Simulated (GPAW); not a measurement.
# BP (F-43m) in GPAW: single point with PBE

Aim: the single point of BP with PBE.

Everything below comes from runs of GPAW 26.7.0. Logs are shortened: lines on timing, memory, paths and dates and some standing lists are left out, and cuts for length are marked. The log counts tension as positive stress, the text compression.

## (1) The crystal as given

Symmetry: F-43m, No. 216, cubic system. Conventional cell: a = 4.538 Å, b = 4.538 Å, c = 4.538 Å, α = 90.00°, β = 90.00°, γ = 90.00°. P (site symmetry -43m) is surrounded by 4 B at 1.97 Å. B (site symmetry -43m) is surrounded by 4 P at 1.97 Å.

## (2) Single point, PBE

The input, run.py:

```python
from ase import Atoms
from ase.dft.bandgap import bandgap
from ase.io import write
from ase.units import GPa
from gpaw import GPAW, PW

atoms = Atoms(['P', 'B'],
              cell=[[0.0, 2.269, 2.269],
                    [2.269, 0.0, 2.269],
                    [2.269, 2.269, 0.0]],
              scaled_positions=[[0.75, 0.75, 0.75],
                                [0.0, 0.0, 0.0]],
              pbc=True)

calc = GPAW(mode=PW(600),
            xc='PBE',
            kpts={'size': (8, 8, 8), 'gamma': True},
            occupations={'name': 'fermi-dirac', 'width': 0.05},
            nbands=11,
            maxiter=120,
            txt='gpaw.txt')
atoms.calc = calc
energy = atoms.get_potential_energy()
forces = atoms.get_forces()
stress = atoms.get_stress()
calc.write('gs.gpw')
write('result.traj', atoms)
print(f'Energy: {energy:.6f} eV')
print('Forces (eV/A):')
print(forces.round(4))
print('Stress (GPa):', (stress / GPa).round(3))
print('Fermi level:', round(calc.get_fermi_level(), 4), 'eV')
print(f'Gap: {bandgap(calc)[0]:.4f} eV, direct: {bandgap(calc, direct=True)[0]:.4f} eV')
```

Potentials or basis: GPAW PAW data sets (gpaw-data 1.2.1), pw.

On the command line:

```bash
$ OMP_NUM_THREADS=1 python run.py
```

gpaw.txt:

```text
__  _  _
 | _ |_)|_||  |
 |__||  | ||/\| - 26.7.0

Input parameters:
  mode=PW(ecut=600.0),
  kpts=MonkhorstPack(size=(8, 8, 8), gamma=True),
  maxiter=120,
  nbands=11,
  occupations=Occupations(name='fermi-dirac', width=0.05),
  xc=XC(name='PBE')

Diagonalizing LCAO Hamiltonian
Converting LCAO to pw mode

                  P

       B

Atoms  # Å, Bohr magnetons
|   | symbol |        x |        y |        z |    initial magnetic moments |
|---|--------|----------|----------|----------|-----------------------------|
| 0 |      P | 3.403500 | 3.403500 | 3.403500 | ( 0.0000,  0.0000,  0.0000) |
| 1 |      B | 0.000000 | 0.000000 | 0.000000 | ( 0.0000,  0.0000,  0.0000) |

Unit cell  # Å
| periodic |        x |        y |        z |  lengths |    angles |
|----------|----------|----------|----------|----------|-----------|
|      yes | 0.000000 | 2.269000 | 2.269000 | 3.208851 | 60.000000 |
|      yes | 2.269000 | 0.000000 | 2.269000 | 3.208851 | 60.000000 |
|      yes | 2.269000 | 2.269000 | 0.000000 | 3.208851 | 60.000000 |

Number of symmetries: 24
Symmetry operations  # r_c * U_cc + t_c -> r_c
|    | kind |            matrix            |
|----|------|------------------------------|
|  0 |  E   |  1, 0, 0,  0, 1, 0,  0, 0, 1 |
|  1 |  σ   |  1, 0, 0,  0, 0, 1,  0, 1, 0 |
|  2 |  σ   |  1, 0,-1,  0, 1,-1,  0, 0,-1 |
|  3 |  C3  |  1, 0,-1,  0, 0,-1,  0, 1,-1 |
|  4 |  C3  |  1,-1, 0,  0,-1, 1,  0,-1, 0 |
|  5 |  σ   |  1,-1, 0,  0,-1, 0,  0,-1, 1 |
|  6 |  σ   |  0, 1, 0,  1, 0, 0,  0, 0, 1 |
|  7 |  C3  |  0, 1, 0,  0, 0, 1,  1, 0, 0 |
|  8 |  C2  |  0, 1,-1,  1, 0,-1,  0, 0,-1 |
|  9 |  S4  |  0, 1,-1,  0, 0,-1,  1, 0,-1 |
| 10 |  C3  |  0, 0, 1,  1, 0, 0,  0, 1, 0 |
| 11 |  σ   |  0, 0, 1,  0, 1, 0,  1, 0, 0 |
| 12 |  S4  |  0, 0,-1,  1, 0,-1,  0, 1,-1 |
| 13 |  C3  |  0, 0,-1,  0, 1,-1,  1, 0,-1 |
| 14 |  S4  |  0,-1, 1,  1,-1, 0,  0,-1, 0 |
| 15 |  C2  |  0,-1, 1,  0,-1, 0,  1,-1, 0 |
| 16 |  C3  |  0,-1, 0,  1,-1, 0,  0,-1, 1 |
| 17 |  S4  |  0,-1, 0,  0,-1, 1,  1,-1, 0 |
| 18 |  S4  | -1, 1, 0, -1, 0, 1, -1, 0, 0 |
| 19 |  C3  | -1, 1, 0, -1, 0, 0, -1, 0, 1 |
| 20 |  C3  | -1, 0, 1, -1, 1, 0, -1, 0, 0 |
| 21 |  S4  | -1, 0, 1, -1, 0, 0, -1, 1, 0 |
| 22 |  σ   | -1, 0, 0, -1, 1, 0, -1, 0, 1 |
| 23 |  C2  | -1, 0, 0, -1, 0, 1, -1, 1, 0 |

BZ-sampling:
  Number of BZ points: 512
  Number of IBZ points: 29

  Monkhorst-Pack size: [8, 8, 8]
  Monkhorst-Pack shift: [0.0625, 0.0625, 0.0625]

K-points  # in reciprocal-cell coordinates
|     |                                coordinates |     weight |
|-----|--------------------------------------------|------------|
|   0 | (  0.00000000,   0.00000000,   0.00000000) | 0.00195312 |
|   1 | (  0.12500000,   0.12500000,   0.00000000) | 0.01171875 |
|   2 | (  0.12500000,   0.12500000,   0.12500000) | 0.01562500 |
|   3 | (  0.25000000,   0.12500000,   0.12500000) | 0.02343750 |
|   4 | (  0.25000000,   0.25000000,   0.00000000) | 0.01171875 |
|   5 | (  0.25000000,   0.25000000,   0.12500000) | 0.04687500 |
|   6 | (  0.25000000,   0.25000000,   0.25000000) | 0.01562500 |
|   7 | (  0.37500000,   0.25000000,  -0.37500000) | 0.04687500 |
|   8 | (  0.37500000,   0.25000000,   0.12500000) | 0.04687500 |
|   9 | (  0.37500000,   0.25000000,   0.25000000) | 0.04687500 |
| ... |                                            |            |
|  28 | (  0.50000000,   0.50000000,   0.50000000) | 0.00781250 |

Plane wave coefficients: 799
Cutoff: 600.0 eV

Spin-components: 1 (collinear spins)
Bands:           11
Projectors:      10
Spin-degeneracy: 2
Datatype:        complex128

Parallelization:
  kpt:    1
  domain: 1
  band:   1

Density:
  Valence electrons: 8.0
  Components: 1
  Grid points: [20 20 20]
  Charge: 0.0  # |e|

Potential:
  Grid points: [20 20 20]

species:
  P:
    name:    Phosphorus
    Z:       15.0
    valence: 5
    core:    10
    charge:  0.0  # [|e|]
    compensation charges:
      type: gauss
      rc: 0.30  # [Å]
      lmax: 2
    cutoffs:
      filter: 1.69  # [Å]
      core: 1.81  # [Å]
    projectors
    | kind |    occ | energy [eV] | rcut [Å] |
    |------|--------|-------------|----------|
    |   3s |  2.000 |     -13.968 |    0.953 |
    |   3p |  3.000 |      -5.506 |    0.953 |
    |    s |        |      13.244 |    0.953 |
    |    p |        |      21.705 |    0.953 |
    |    d |        |       0.000 |    0.953 |

    Using partial waves for P as LCAO basis

  B:
    name:    Boron
    Z:       5.0
    valence: 3
    core:    2
    charge:  0.0  # [|e|]
    compensation charges:
      type: gauss
      rc: 0.20  # [Å]
      lmax: 2
    cutoffs:
      filter: 1.14  # [Å]
      core: 1.38  # [Å]
    projectors
    | kind |    occ | energy [eV] | rcut [Å] |
    |------|--------|-------------|----------|
    |   2s |  2.000 |      -9.443 |    0.635 |
    |   2p |  1.000 |      -3.606 |    0.635 |
    |    s |        |      17.768 |    0.635 |
    |    p |        |      23.605 |    0.635 |
    |    d |        |       0.000 |    0.635 |

    Using partial waves for B as LCAO basis

Reference energy: -9972.403226  # eV

eigensolver:
  PPCG
  Converge bands: occupied
  niter=2

density mixing:
  MSR1-Mixer
  Pratt-step length: 0.05
  Maximum mixing coefficient: 0.75
  Old densities: 10
  SVD Regularization: 0.005
  Good broyden scale: 1.0
  Trust region scale: 1.0
  Backstep threshold: 4.0
  History deletion threshold: 6.0
  Fourier metric: weight=20.0, sigma=0.015

occupation numbers:
  Fermi-Dirac:
    width: 0.0500  # eV

poisson solver:
  ecut: 4800.0  # eV

xc functional:
  name: PBE with 2 nearest neighbor stencil

convergence criteria:
- Maximum [total energy] change in last 3 cyles: 0.0005 eV / valence electron
- Maximum integral of absolute [dens]ity change: 0.0001 electrons / valence electron
- Maximum integral of absolute [eigenst]ate change: 4e-08 eV^2 / valence electron
maximum number of iterations: 120

SCF iterations
|iter     | |      energy | eigst |  dens |
|---------|-|-------------|-------|-------|
|iter:   1| |  -13.497395 | +0.11 |       |
|iter:   2| |  -13.385475 | -2.13 | -0.71 |
|iter:   3| |  -12.889487 | -1.54 | -0.74 |
|iter:   4| |  -12.883554 | -3.01 | -1.44 |
|iter:   5| |  -12.883643 | -4.08 | -1.94 |
|iter:   6| |  -12.883672c| -5.53 | -2.61 |
|iter:   7| |  -12.883673c| -7.20 | -3.72 |
|iter:   8| |  -12.883673c| -8.56c| -4.32c|

Converged in 8 steps
Energy contributions relative to reference atoms: (reference = -9972.403226)

Energy contributions:
  Kinetic:          13.582291
  Coulomb:         -11.831678
  Zero:             -0.026677
  External:          0.000000
  Xc:              -14.607610
  Entropy:          -0.000000
  Spinorbit:         0.000000
  ----------------------------
  Free energy:     -12.883673
  Extrapolated:    -12.883673

dipole moment: (-3.351610, -3.351610, -3.351610)  # |e|*Ang

Fermi level: 8.828
Eigenvalues  # (at kpt = [0.000, 0.000, 0.000])
| band index |      eig [eV] | occ [0-2] |
|------------|---------------|-----------|
|          0 |        -7.248 |     2.000 |
|          1 |         8.211 |     2.000 |
|          2 |         8.211 |     2.000 |
|          3 |         8.211 |     2.000 |
|          4 |        11.616 |     0.000 |
|          5 |        11.616 |     0.000 |
|          6 |        11.616 |     0.000 |
|          7 |        15.607 |     0.000 |
|          8 |        19.769 |     0.000 |
|          9 |        20.238 |     0.000 |
|         10 |        20.238 |     0.000 |

Gap: 1.275 eV
Transition (v -> c):
  (s=0, k=0, n=3, [0.00, 0.00, 0.00]) -> (s=0, k=12, n=4, [0.38, 0.38, 0.00])
Direct/indirect transitions are different
Direct gap: 3.405 eV
Transition at: (s=0, k=0, n=3, [0.00, 0.00, 0.00])

Forces  # eV/Ang
|        x |        y |        z |
|----------|----------|----------|
| -0.00000 | -0.00000 | -0.00000 |  # P    0
|  0.00000 |  0.00000 | -0.00000 |  # B    1

Stress tensor  # eV/Ang^3
|         x |         y |         z |
|-----------|-----------|-----------|
| -0.008939 | -0.000000 | -0.000000 |
| -0.000000 | -0.008939 |  0.000000 |
| -0.000000 |  0.000000 | -0.008939 |

# Writing to gs.gpw (mode='')
```

Run time: 2.8 s. Hardware: 1 thread of AMD EPYC 9R45 (Zen 5), shared host; peak memory 0.13 GiB.

Results:

```
Free energy            : -12.8837 eV
Pressure               : 1.4 GPa
Band gap on the k mesh : 1.27 eV, indirect (least direct gap 3.41 eV)
```

Caveat: the cutoff is short for stress and forces, so pressures can be off by a GPa or more.

## (3) The reference run

An earlier run on the cell as given: functional PBEsol; potentials or basis PAW data sets generated in the run's folder for this functional; cutoff 800 eV; basis pw; k mesh 10 × 10 × 10; occupations fermi-dirac, width 0.05 eV; no spin polarisation.

* Pressure: -1.7 GPa
* Band gap on the k mesh: 1.14 eV, indirect (least direct gap 3.36 eV)
